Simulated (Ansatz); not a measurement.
**Moving the functional in PbTe**

Symmetry: Fm-3m, No. 225, cubic system. The conventional cell has a = 6.462 Å, b = 6.462 Å, c = 6.462 Å, α = 90.00°, β = 90.00°, γ = 90.00°. Pb (site symmetry m-3m) has 6 Te at 3.23 Å as nearest neighbours. Te (site symmetry m-3m) has 6 Pb at 3.23 Å as nearest neighbours.

Kept alike: task single point; k mesh 4 × 4 × 4; occupations fermi-dirac, width 0.05 eV; no spin polarisation. Program: Ansatz, PAW datasets made for the crystal. Cutoffs run from 240 to 290 eV. The mesh is that of the run's cell of 2 atoms. No spin-orbit coupling.

| run | band gap (eV) | pressure (GPa) |
| --- | --- | --- |
| A | 1.114 | 1.19 |
| B | 1.697 | 1.23 |
| C | 0.728 | 2.15 |

The k mesh is coarse, so the values aren't converged. Pressure is positive in compression, with a Pulay correction for the finite cutoff. Spin-orbit coupling, left out here, moves the band edges of heavy atoms and can close or invert small gaps. A gap read on the mesh alone can miss an edge between its points.

Task: The runs differ in the functional (and the cutoff that goes with it) alone: HSE06; PBE; PBE0. Which run is which?

Result: Run A is HSE06; run B is PBE0; run C is PBE. The band gap runs from 0.728 (PBE) to 1.697 eV (PBE0). From PBE: HSE06 +0.386; PBE0 +0.969. Measured: 0.19 eV at 4.2 K (a printed reference work); nearest PBE, 0.538 eV off. The runs are for a static lattice. The pressure runs from 1.19 (HSE06) to 2.15 GPa (PBE). From PBE: HSE06 -0.96; PBE0 -0.92. A positive pressure means that the functional's own cell is larger than the one given, a negative one that it is smaller.
